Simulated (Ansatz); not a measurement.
SiO2:

```
Si O
1.0
    -4.47204    4.47204    2.61177
     4.47204   -4.47204    2.61177
     4.47204    4.47204   -2.61177
Si O
4 8
Cartesian
  2.8899 2.8899 2.6118
  2.8899 -2.8899 2.6118
  -2.8899 2.8899 2.6118
  1.5821 1.5821 0.0000
  7.0788 0.0000 0.0000
  0.0000 1.8653 0.0000
  0.0000 7.0788 0.0000
  1.8653 0.0000 0.0000
  2.2360 2.2360 -1.3059
  -2.2360 2.2360 1.3059
  2.2360 -2.2360 1.3059
  2.2360 2.2360 1.3059
```

The cell comes from a database or a generator and needn't be the stable form of this composition.

- Program: Ansatz 0.2.0
- Task: relaxation of cell and atoms
- Functional: RPBE
- Dispersion: D3(BJ)
- Potentials or basis: Ansatz PAW
- Cutoff: 420 eV (not typed: the program's choice for these potentials)
- k mesh: 6 × 6 × 6
- Occupations: fermi-dirac, width 0.05 eV
- Spin: no spin polarisation

At the start: volume 17.41 Å³/atom.

**Question.** How do energy, volume and symmetry change on relaxing?

**Answer.** It ends after 8 steps and the volume is 17.68 Å³/atom (+1.5 %); space group I4/mmm (No. 139, to 0.05 Å).

Step by step:
| step | energy change (eV) | largest force (eV/Å) | volume (Å³) |
| --- | --- | --- | --- |
| 1 | 0.0000 | 0.2737 | 208.93 |
| 2 | -0.0188 | 0.2029 | 210.56 |
| 3 | -0.0256 | 0.0937 | 212.42 |
| 4 | -0.0286 | 0.0288 | 212.04 |
| 5 | -0.0287 | 0.0036 | 212.01 |
| 6 | -0.0369 | 0.0037 | 212.01 |
| 7 | -0.0366 | 0.0001 | 212.12 |
| 8 | -0.0369 | 0.0001 | 212.12 |

Final structure:
```yaml
crystal:
  lattice:
    - [-4.48799, 4.48799, 2.63286]
    - [4.48799, -4.48799, 2.63286]
    - [4.48799, 4.48799, -2.63286]
  atoms:
    - { symbol: Si, position: [0.82306, 0.82306, 0.64611] }
    - { symbol: Si, position: [0.17694, 0.82306, 0.00000] }
    - { symbol: Si, position: [0.82306, 0.17694, 0.00000] }
    - { symbol: Si, position: [0.17694, 0.17694, 0.35389] }
    - { symbol: O, position: [0.00000, 0.78920, 0.78920] }
    - { symbol: O, position: [0.21080, 0.00000, 0.21080] }
    - { symbol: O, position: [0.78920, 0.00000, 0.78920] }
    - { symbol: O, position: [0.00000, 0.21080, 0.21080] }
    - { symbol: O, position: [0.00000, 0.00000, 0.50000] }
    - { symbol: O, position: [0.50000, 0.00000, 0.00000] }
    - { symbol: O, position: [0.00000, 0.50000, 0.00000] }
    - { symbol: O, position: [0.50000, 0.50000, 0.50000] }
```

Caveat: the plane-wave basis is chosen anew once the cell has moved, so the energies of steps on either side of that aren't comparable; the pressure holds a Pulay correction of +0.4 GPa for the finite cutoff; the PAW data sets come from PBE, with cores solved anew for the run's functional, which leaves a small shift of forces and pressure.
